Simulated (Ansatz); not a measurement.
Runs of Ansatz 0.2.0 on HfN. The structure is cubic, space group Fm-3m (No. 225). The conventional cell has a = 4.512 Å, b = 4.512 Å, c = 4.512 Å, α = 90.00°, β = 90.00°, γ = 90.00°. Hf (site symmetry m-3m) is surrounded by 6 N at 2.26 Å. N (site symmetry m-3m) is surrounded by 6 Hf at 2.26 Å. 

```csv
task,level,cell,cutoff (eV),smearing,pressure (GPa),relaxed volume (Å³/atom)
relaxation of cell and atoms,RPBE+D3(BJ),relaxed,-,fermi-dirac 0.05 eV,0.0,10.58
single point,RPBE,as given,343,gaussian 0.1 eV,11.3,-
relaxation of cell and atoms,revPBE+D3(BJ),relaxed,-,fermi-dirac 0.05 eV,0.0,11.46
relaxation of cell and atoms,revPBE,relaxed,-,fermi-dirac 0.05 eV,0.0,(b)
band structure,BLYP,as given,344,fermi-dirac 0.05 eV,(a),-
```

Alike in all rows: potentials or basis all-electron LAPW, scalar-relativistic; no spin polarisation; k mesh 10 × 10 × 10; basis error allowed 0.001 eV/atom.

Problem. Fill in the values left out.

Solution. (a) 15.5; (b) 11.91.

Caveats: so large a pressure means that the cell lies far from this level's equilibrium, or that cutoff or potentials fall short (some runs).

Runs at the PBE level aren't shown here.
